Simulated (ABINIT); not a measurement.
Crystal: TiPt3.

```
Pt Ti
1.0
     3.89700    0.00000    0.00000
     0.00000    3.89700    0.00000
     0.00000    0.00000    3.89700
Pt Ti
3 1
Direct
  0.50000 0.50000 0.00000
  0.50000 0.00000 0.50000
  0.00000 0.50000 0.50000
  0.00000 0.00000 0.00000
```

| Item | Value |
| --- | --- |
| Program | ABINIT 10.8.3 (patched build) |
| Task | single point |
| Functional | PBEsol |
| Potentials or basis | PseudoDojo NC SR PBEsol v0.4.1 standard |
| Cutoff | 1143 eV |
| k mesh | 7 × 7 × 7 |
| Occupations | fermi-dirac, width 0.05 eV |
| Spin | no spin polarisation |

On this cell: pressure 0.1 GPa; largest force zero by symmetry; band gap on the k mesh none (metal or under the smearing width).

The same run follows on a disturbed copy (atoms moved at random, drawn with an rms of 0.05 Å):

```
Pt Ti
1.0
     3.89700    0.00000    0.00000
     0.00000    3.89700    0.00000
     0.00000    0.00000    3.89700
Pt Ti
3 1
Direct
  0.49329 0.49556 0.01067
  0.50381 0.99229 0.48674
  0.00851 0.50969 0.50900
  0.98699 0.00532 0.00448
```

Question: What does the disturbed cell give?

Answer: The energy (extrapolated to zero smearing) moves by +18.6 meV/atom; pressure 1.1 GPa; largest force 0.995 eV/Å; band gap on the k mesh none (metal or under the smearing width).

Forces on the atoms (eV/Å):
```
Pt   0.356 -0.040 -0.731
Pt   0.016  0.620  0.778
Pt  -0.627 -0.492  0.033
Ti   0.255 -0.088 -0.080
```

Stress tensor (GPa, compression positive):
```
 0.85  0.07 -0.20
 0.07  1.24  0.06
-0.20  0.06  1.13
```
